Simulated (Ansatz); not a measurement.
Consider MoS2 (1H sheet).

The cell holds 3 atoms: 1 Mo and 2 S. Cell: a = 3.140 Å, b = 3.140 Å, c = 30.263 Å, α = 90.0°, β = 90.0°, γ = 120.0°. Vacuum lies along c.

```
Mo S
1.0
    -2.71969    1.57021    0.00000
     0.00000   -3.14043    0.00000
     0.00000    0.00000   30.26341
Mo S
1 2
Direct
  0.00000 0.00000 0.31240
  0.33333 0.66667 0.36389
  0.33333 0.66667 0.26091
```

The structure was relaxed with PBEsol. The structure was generated from a model, not taken from a measurement. The runs that relaxed it are not among those shown. The program's search for lower electronic states was switched off, so nothing shows that the state found is the lowest. PAW set soft_2, made with PBE.

A constrained-RPA run (Ansatz 0.2.0; non-magnetic PBEsol; Mo d + anion p, bands v7 to c4, 6×6×1 mesh, medium accuracy) builds 11 functions on bands 11 eV wide, with 14.0 electrons in the window. The bare on-site interaction is 13.3 eV and the bare J 0.50 eV.

Question: Estimate U, U′ and J.

On the Mo d shell, U = 6.73 eV (51 % of the bare value), U′ = 6.00 eV, J = 0.38 eV.

The parent state is non-magnetic and the interaction static (zero frequency); U depends on the window and the orbitals, so it belongs to this model alone. A window that holds the anion p bands defines a model with explicit ligands; its U belongs to that model and is not the U of DFT+U.

[Paths, hosts, dates, memory and timing lines, banners, echoed tables and standing remarks are left out of the program output.]

[Logs are printed without paths, hosts, clocks, repeated set-up lines and the standing remarks that a program may print on its own settings, such as how far it seeks lower states.]

[Runs of the session that timed out or met a known fault of the program may be left out.]

[Hosts, paths, dates, database ids (printed as entryN), source tags and the programs' standing remarks are cut or masked in the printed files.]
